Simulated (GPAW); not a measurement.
**BeTe (F-43m): one start, several treatments of the self-energy**

How much does the gap of BeTe (F-43m) depend on the approximation to the self-energy?

Program: GPAW 26.7.0. Level of theory: PBE and many-body steps on it, plane waves. Results are calculated unless marked as measured.

Report form: the programs' logs are mostly left out.

The database entry behind the starting cell differs from later determinations by our own check (an axis about 1.5 % short against later determinations), so it need not match the best structure at ambient conditions.

**1. Set-up**

It takes space group F-43m (No. 216, cubic). Conventional cell: a = 5.540 Å, b = 5.540 Å, c = 5.540 Å, α = 90.00°, β = 90.00°, γ = 90.00°. Nearest to Be lie 4 Te at 2.40 Å. Te has 4 Be at 2.40 Å nearest. Farther neighbours and most contacts between anions are not listed.

As a file:

```
Be Te
1.0
     0.00000    2.77000    2.77000
     2.77000    0.00000    2.77000
     2.77000    2.77000    0.00000
Be Te
1 1
Direct
  0.00000 0.00000 0.00000
  0.25000 0.25000 0.25000
```

The cell and positions come from the Crystallography Open Database and are kept as given unless a step says otherwise. Spin-orbit coupling is left out unless a step names it.

**2. Empty states on the mesh, 4×4×4 mesh, 144 bands**

This step: GPAW 26.7.0; DFT, PBE, plane waves, PAW.

The sums over transitions need many empty states on a uniform mesh; this step solves for them.

Input file run.py:

```python
import json
import numpy as np
from gpaw.mpi import world
from gpaw import GPAW

calc = GPAW('gs.gpw').fixed_density(kpts={'size': (4, 4, 4), 'gamma': True},
    parallel={'domain': 1, 'band': 1},
    txt='nscf.txt')
calc.diagonalize_full_hamiltonian(nbands=144)
calc.write('full.gpw', mode='all')
res = {}
kpts = calc.get_ibz_k_points()
res['kpts'] = kpts
res['eigenvalues'] = [calc.get_eigenvalues(kpt=k) for k in range(len(kpts))]
res['n_electrons'] = calc.get_number_of_electrons()

if world.rank == 0:
    with open('result.json', 'w') as f:
        json.dump(res, f, default=lambda x: x.tolist())
```

The run is started by

```bash
> mpirun -n 4 gpaw python run.py
```

Run time: 9.6 s. Hardware: 4 MPI ranks of Arm Neoverse V1, shared host; peak memory 1.2 GiB.

This step gave:

| Property | Result |
| --- | --- |
| gap | 1.858 eV |
| k of the valence top | 0, 0, 0 |
| k of the conduction bottom | 0.5, 0.5, 0 |
| least direct gap | 3.585 eV |
| k points computed | 8 |
| lowest point of the top converged band, above the valence top | 115.0166 eV |

On this mesh the gap is 1.858 eV.

**3. G0W0, Godby-Needs plasmon pole**

G0W0 replaces the xc potential by the self-energy, built once from these orbitals. Only a window of levels is corrected, while the sums run over the empty bands that the input names.

This step: G0W0 on PBE, plane waves, PAW.

Input file run.py:

```python
import json
import numpy as np
from gpaw.mpi import world
from gpaw.response.g0w0 import G0W0

gw = G0W0('full.gpw',
    filename='gw',
    kpts=[0, 5],
    bands=(2, 6),
    ecut=125,
    nbands=134,
    integrate_gamma='WS',
    ppa=True)
gw.calculate()
res = {mode: {k: v for k, v in r.items() if k != 'sigma_eskwn'}
       for mode, r in gw.all_results.items()}

if world.rank == 0:
    with open('result.json', 'w') as f:
        json.dump(res, f, default=lambda x: x.tolist())
```

The run is started by

```bash
> mpirun -n 4 gpaw python run.py
```

The job ended after 27 s (4 MPI ranks; peak memory 1 GiB).

This step gave:

- G0W0 gap on the points computed: 2.557 eV
- least direct G0W0 gap on the computed points: 4.519 eV
- Z at the valence top: 0.8015
- Z at the conduction bottom: 0.8126
- starting gap on the mesh: 1.858 eV
- k of the valence top: 0, 0, 0
- k of the conduction bottom: 0.5, 0.5, 0

The gap on the mesh goes from 1.86 eV to 2.56 eV, a correction of +0.70 eV.

**4. G0W0, full frequency, Hilbert transform**

Changes to run.py since step 3:

```diff
@@ -12,3 +12,5 @@
     integrate_gamma='WS',
-    ppa=True)
+    frequencies={'type': 'nonlinear', 'domega0': 0.1, 'omega2': 15.0},
+    eta=0.1,
+    nblocksmax=True)
 gw.calculate()
```

The run is started by

```bash
> mpirun -n 4 gpaw python run.py
```

The job ended after 56 s (4 MPI ranks; peak memory 1.2 GiB; 3.7 min of CPU time).

This step gave:

```yaml
g0w0_gap_on_the_points_computed: 2.606 eV
least_direct_g0w0_gap_on_the_computed_points: 4.553 eV
z_at_the_valence_top: 0.7944
z_at_the_conduction_bottom: 0.8071
starting_gap_on_the_mesh: 1.858 eV
k_of_the_valence_top: 0, 0, 0
k_of_the_conduction_bottom: 0.5, 0.5, 0
```

Against G0W0 in GPAW (4×4×4 mesh, 134 bands, screening to 125 eV, Godby-Needs plasmon pole), the gap moves by +0.049 eV.

**5. G0W0, multipole**

Changes to run.py since step 4:

```diff
@@ -12,5 +12,3 @@
     integrate_gamma='WS',
-    frequencies={'type': 'nonlinear', 'domega0': 0.1, 'omega2': 15.0},
-    eta=0.1,
-    nblocksmax=True)
+    mpa={'npoles': 4, 'wrange': [0, 40], 'varpi': 20.0, 'eta0': 0.01, 'eta_rest': 1.0, 'alpha': 1})
 gw.calculate()
```

The run is started by

```bash
> mpirun -n 4 gpaw python run.py
```

The job ended after 43 s (4 MPI ranks; peak memory 1.1 GiB; 2.9 min of CPU time).

This step gave:

| Property | Result |
| --- | --- |
| G0W0 gap on the points computed | 2.583 eV |
| least direct G0W0 gap on the computed points | 4.529 eV |
| starting gap on the mesh | 1.858 eV |
| k of the valence top | 0, 0, 0 |
| k of the conduction bottom | 0.5, 0.5, 0 |

Against G0W0 in GPAW (4×4×4 mesh, 134 bands, screening to 125 eV, Godby-Needs plasmon pole), the gap moves by +0.026 eV.

**6. The runs together**

Times are wall times on 4 MPI ranks of Arm Neoverse V1, shared host, good to a factor of about two.

```csv
run,mesh,bands,screening cutoff (eV),DFT gap (eV),gap on the mesh (eV),direct (eV),time
"G0W0, Godby-Needs plasmon pole",4×4×4,134,125,1.858,2.557,4.519,27 s
"G0W0, full frequency, Hilbert transform",4×4×4,134,125,1.858,2.606,4.553,56 s
"G0W0, multipole",4×4×4,134,125,1.858,2.583,4.529,43 s
```

**7. Outcome**

| Item | Value |
| --- | --- |
| G0W0, Godby-Needs plasmon pole | 2.557 eV |
| G0W0, full frequency, Hilbert transform | 2.606 eV |
| G0W0, multipole | 2.583 eV |
| known limits | not at the basis limit; no spin-orbit coupling; coarse k mesh |

What this shows: G0W0, full frequency, Hilbert transform: +0.049 eV against G0W0, Godby-Needs plasmon pole. G0W0, multipole: +0.026 eV against G0W0, Godby-Needs plasmon pole. Bands and cutoff are finite, so the gap is not at the basis limit. The miss can reach some tenths of an eV and take either sign; the mesh is an error of its own. These stock PAW sets were not made for GW; the filled d or f shell of Te lies in the frozen core, which bears on start and correction. In the G0W0 runs levels were corrected at 2 k points alone, so a gap called «on the mesh» is the least over those, and an edge elsewhere would be missed. The 4×4×4 mesh is coarse for this cell, which bears on the long-range parts of exchange and screening. The many-body steps are scalar-relativistic: spin-orbit coupling is not in them.

[Paths, hosts, dates, memory and timing lines, banners, echoed tables and standing remarks are left out of the program output.]

[Logs are printed without paths, hosts, clocks, repeated set-up lines and the standing remarks that a program may print on its own settings, such as how far it seeks lower states.]

[Runs of the session that timed out or met a known fault of the program may be left out.]

[Hosts, paths, dates, database ids (printed as entryN), source tags and the programs' standing remarks are cut or masked in the printed files.]
